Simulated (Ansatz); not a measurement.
# Two Ansatz runs on Tl

The cell comes from COD entry 2300517, which wasn't checked; take it as a given geometry. The listed cell was then made from it by scaling, straining or moving an atom.

First run: DFT, PBE, PAW with Ansatz's default frozen-core files, scalar-relativistic (Ansatz 0.2.0).

Command: `ansatz run input.yaml --threads 1 --pin off --max-ram 2048MiB --backend cpu --events-out ev --progress --plain --runs-dir out` The run took 4.8 s on 1 thread of Intel(R) Xeon(R) Platinum 8259CL CPU @ 2.50GHz (Skylake/Cascade Lake), with other jobs on the host.

```yaml
crystal:
  lattice:
    - [0.0, 2.1934901093, 2.1934901093]
    - [2.1934901093, 0.0, 2.1934901093]
    - [2.1934901093, 2.1934901093, 0.0]
  atoms:
    - { symbol: Tl, position: [0.0, 0.0, 0.0] }
kpoints:
  mp_grid: { grid: [16, 16, 16] }
scf:
  occupations: { method: fermi_dirac, width: 0.05 }
hamiltonian:
  xc: pbe
  pseudopotentials: { kind: paw }
output:
  forces: true
  stress: true
  eigenvalues: true
  efg: { contact_densities: true }
  write_density: true
  write_potential: true
  elf: true
  volumetric_format: npy
```

Result: converged; pressure 30.5 GPa; 6 SCF iterations.

No spin–orbit coupling, which matters for the heavy atoms here.

A second input differs as follows:

```diff
@@ -10,4 +10,5 @@
 scf:
   occupations: { method: fermi_dirac, width: 0.05 }
+  max_iter: 1
 hamiltonian:
   xc: pbe
@@ -18,7 +19,3 @@
   eigenvalues: true
   efg: { contact_densities: true }
-  write_density: true
-  write_potential: true
-  elf: true
-  volumetric_format: npy
```

Task: What is wrong with it, and what does the program do?

Result: The fault is too few SCF iterations. The run did not converge (1 SCF iterations). The log ends:
```
Initial density: superposition of atomic densities (neutral atoms: chi_scale 0, normalization atom), corrected by the library's trained network
Initial wavefunctions: pseudopotential atomic-orbital guess
Functional: x = pbe(κ = 0.804, μ = 0.2195149727645171), c = pbe(β = 0.06672455060314922)
SCF iter   1: F=—  HF=-11443.508678 eV  |F-HF|=—  |Δ(HF+E_count)|=         —  Δρ=9.73e-4  dr2=1.04e-4  ethr=1.77e-3  ⟨swp⟩=3.9  Hψ=19188  notcnv=0
preconditioner: auto → none  [metal: Δε(μ)=0.076 eV  Ē_g=19.636 eV  σ=0.050 eV  W_gap=0.34  n_scr=8 (ndim 8)  ℏωp=29.1 eV  f_vac=0.000  D(μ)=0.39/eV (n_scr^D=0)  sad-step TF]
Error: did not converge after 1 iterations: dr2 = 1.04e-4 (threshold 1.00e-7), under the density mixer `msr1`, which `scf.mixing.algorithm: auto` chose by the deck's other keys (type `scf.mixing.algorithm: msr1` to keep it); raise `scf.max_iter`, which need not help a stalled SCF, or adjust the mixing (`scf.mixing`) or, under a smearing, its width (`scf.occupations.width`, in either direction: another width is another result); this SCF holds its density and magnetisation to the symmetry operations that it keeps, and cannot end on a state that breaks one of them: if the state sought breaks one, re-run with `crystal.symmetry.detect: false`, without `crystal.symmetry.time_reversal: true`, on a non-collinear deck whose state breaks time reversal, with `crystal.symmetry.time_reversal: false` beside it (there exact exchange or a DFT+U term alone can polarise the run; a magnetic state wants starting moments), where the deck allows it (that run may end on another state, and need not converge either); this run sums exchange and correlation on more points than the dense box has (`basis.xc_grid`), where a deck that converges on the dense box may not converge: try another level (where the key is left out runs that use forces, runs that use the stress, dielectric runs by a finite field, finite-displacement phonons, runs of phonons.displacement_patterns under a GGA or a meta-GGA, phonons by method: dfpt, dielectric runs by the response, runs on support functions, runs on PAW files under a meta-GGA or a hybrid on one, runs at kind: all_electron or under a hybrid on a GGA, runs under a text's formulas of a gradient, and runs on PAW files that evaluate rPW86 or Becke's exchange or LYP's correlation can take a finer level, which can go by the root key accuracy; a number is taken as typed), or, where it is served, `1`, the dense box, on which forces and the stress change with where the atoms sit on the grid; a lower level also moves a field's Born charges, by the response (dielectric, § Limitations, in the input reference) or by a finite field; under a meta-GGA, try another mixer (`scf.mixing.algorithm: anderson` or `broyden`); mind that the stability of the state on which such a run converges can go unchecked at the default of `scf.lower_state_search`; see `basis.xc_grid`, Limitations — the other mixer that `auto` picks from is left to try (`scf.mixing.algorithm: broyden`); it can need more iterations, either can converge an SCF that the other leaves open, and the two can end on different states; the input reference at `scf.mixing.algorithm` says more, and from which start to try it
```
